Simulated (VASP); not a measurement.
# V: relaxed cell and band gap, by functional

V, Im-3m (no. 229), 1 atom in the cell.

| Functional | Volume (Å³/atom) | Change from the starting volume (fraction) | Gap, path and mesh (eV) | Moment (μB/cell) | Time (s) |
|---|---|---|---|---|---|
| RPBE | 13.81 | -0.006 | 0.00 | 0.08 | 190 |
| revPBE | 13.71 | -0.013 | 0.00 | 0.10 | 146 |
| PW91 | 13.43 | -0.033 | 0.00 | 0.14 | 215 |
| BLYP | 13.85 | -0.003 | 0.00 | 0.17 | 178 |
| optPBE exchange with PBE correlation | 13.35 | -0.039 | 0.00 | 0.12 | 222 |
| optB88 exchange with PBE correlation | 13.16 | -0.053 | 0.00 | 0.16 | 195 |
| optB86b exchange with PBE correlation | 13.02 | -0.063 | 0.00 | 0.13 | 166 |
| PW86R exchange with PBE correlation | 13.86 | -0.002 | 0.00 | 0.05 | 142 |
| CX exchange with PBE correlation | 12.88 | -0.073 | 0.00 | 0.13 | 138 |

Limits: Only a ferromagnetic start was run; another order may lie lower and have another gap.

## Input of the first row

INCAR.step1:
```
SYSTEM = V
PREC = Accurate
ENCUT = 600
EDIFF = 1E-7
ISMEAR = 1
SIGMA = 0.1
LREAL = .FALSE.
LASPH = .TRUE.
GGA_COMPAT = .FALSE.
ALGO = Normal
NELM = 150
ISIF = 3
LWAVE = .FALSE.
LCHARG = .FALSE.
ISPIN = 2
MAGMOM = 2
LORBIT = 11
LMAXMIX = 4
GGA = RP
IBRION = 2
EDIFFG = -0.005
NSW = 60
```

INCAR.step2, as INCAR.step1 but for:
```
- NSW = 60
+ NSW = 40
```

INCAR.step3, as INCAR.step2 but for:
```
- ISIF = 3
- IBRION = 2
- EDIFFG = -0.005
- NSW = 40
+ ISIF = 2
+ NBANDS = 16
```

KPOINTS:
```
k-points
0
Gamma
  12 12 12
```

KPOINTS_OPT:
```
path GHNGPH,PN
8
line-mode
reciprocal
 0.0000000000  0.0000000000  0.0000000000  G
 0.5000000000 -0.5000000000  0.5000000000  H

 0.5000000000 -0.5000000000  0.5000000000  H
 0.0000000000  0.0000000000  0.5000000000  N

 0.0000000000  0.0000000000  0.5000000000  N
 0.0000000000  0.0000000000  0.0000000000  G

 0.0000000000  0.0000000000  0.0000000000  G
 0.2500000000  0.2500000000  0.2500000000  P

 0.2500000000  0.2500000000  0.2500000000  P
 0.5000000000 -0.5000000000  0.5000000000  H

 0.2500000000  0.2500000000  0.2500000000  P
 0.0000000000  0.0000000000  0.5000000000  N
```

POSCAR.step1:
```
V
1.0
   -1.5143500000      1.5143500000      1.5143500000
    1.5143500000     -1.5143500000      1.5143500000
    1.5143500000      1.5143500000     -1.5143500000
V
1
Direct
    0.0000000000      0.0000000000      0.0000000000
```

Commands (each step's output is kept before the next begins):
```
cat potpaw_PBE.64/V_sv/POTCAR > POTCAR
cp INCAR.step1 INCAR
cp POSCAR.step1 POSCAR
mpirun -np 1 vasp_std > vasp.out
cp CONTCAR POSCAR
rm WAVECAR CHG
cp INCAR.step2 INCAR
mpirun -np 1 vasp_std > vasp.out
cp CONTCAR POSCAR
rm WAVECAR CHG
cp INCAR.step3 INCAR
mpirun -np 1 vasp_std > vasp.out
```

Changes of the last row against the first:
```
(all steps)
- GGA = RP
+ GGA = CX
```

VASP 6.6.1 took 190 s on 1 core (Intel Xeon Platinum 8259CL @ 2.50GHz (Skylake/Cascade Lake)), a shared host.
